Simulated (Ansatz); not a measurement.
## SnO2 (Cassiterite) in Ansatz: the effect of functional

Crystal: SnO2 (Cassiterite).

```
Sn O
1.0
     4.73800    0.00000    0.00000
     0.00000    4.73800    0.00000
     0.00000    0.00000    3.18650
Sn O
2 4
Cartesian
  2.3690 2.3690 1.5933
  0.0000 0.0000 0.0000
  3.8240 0.9140 1.5933
  3.2830 3.2830 0.0000
  0.9140 3.8240 1.5933
  1.4550 1.4550 0.0000
```

Alike in all runs:

- Program: Ansatz 0.2.0
- Task: band structure
- Potentials or basis: Ansatz PAW
- k mesh: 6 × 6 × 8
- Occupations: fermi-dirac, width 0.05 eV
- Spin: no spin polarisation

Question: One run gave: gap on the mesh 1.32 eV; pressure 16.7 GPa; largest force 0.35 eV/Å. Which functional did it use?
A. RPBE
B. BLYP
C. PBEsol
D. revPBE
E. r2SCAN

Answer: B.

| functional | cutoff | gap on the mesh (eV) | pressure (GPa) | largest force (eV/Å) |
| --- | --- | --- | --- | --- |
| LDA | 420 eV (not typed: the program's choice for these potentials) | 1.13 | -0.7 | 0.15 |
| PBEsol | 420 eV (not typed: the program's choice for these potentials) | 1.18 | 4.7 | 0.21 |
| RPBE | 420 eV (not typed: the program's choice for these potentials) | 1.37 | 15.4 | 0.31 |
| revPBE | 420 eV (not typed: the program's choice for these potentials) | 1.35 | 14.2 | 0.30 |
| BLYP | 420 eV (not typed: the program's choice for these potentials) | 1.32 | 16.7 | 0.35 |
| r2SCAN | 500 eV (not typed: the program's choice for these potentials) | 1.96 | 3.3 | 0.24 |

Caveats: spin-orbit coupling is left out, which moves the levels of the heavy elements; the PAW data sets come from PBE, with cores solved anew for the run's functional, which leaves a small shift of forces and pressure.

Runs at the PBE level aren't shown here.
